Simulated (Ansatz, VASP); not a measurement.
# TaAs in VASP and in Ansatz

```xyz
2
Lattice="0.0000 2.6199 2.6199 2.6199 0.0000 2.6199 2.6199 2.6199 0.0000" Properties=species:S:1:pos:R:3 pbc="T T T"
Ta    2.6199    2.6199    2.6199
As    0.0000    0.0000    0.0000
```

Alike in both runs: functional r2SCAN; k mesh 14 × 14 × 14; occupations gaussian, width 0.1 eV; no spin polarisation.

Ansatz relaxed the structure, and its values are those at the end. VASP's run is a single point on that final structure, the one shown.

```csv
,VASP,Ansatz
version,VASP 6.6.1,Ansatz 0.2.0
potentials or method,"VASP PAW PBE potentials, release 64 (Ta_pv, As)","scalar-relativistic, plane waves, PAW"
plane-wave cutoff (eV),520,500
valence electrons in the cell,16,28
```

Ansatz gave:

* gap on the k mesh at the Fermi level (eV): none
* pressure (GPa): -0.1

Task: What did VASP give for the same quantities?

Result: gap on the k mesh at the Fermi level (eV): none; pressure (GPa): 0.4.

A gap of «none» marks a metal or a gap that the smearing closes. The functional is the same, so the differences come from potentials, cutoffs and numerics. The two sets of potentials don't hold the same shells in valence.

Caveats: the PAW data sets were made with another functional, which shifts forces and pressure a little (VASP). The runs have no spin-orbit coupling, so splittings on Ta are missing.
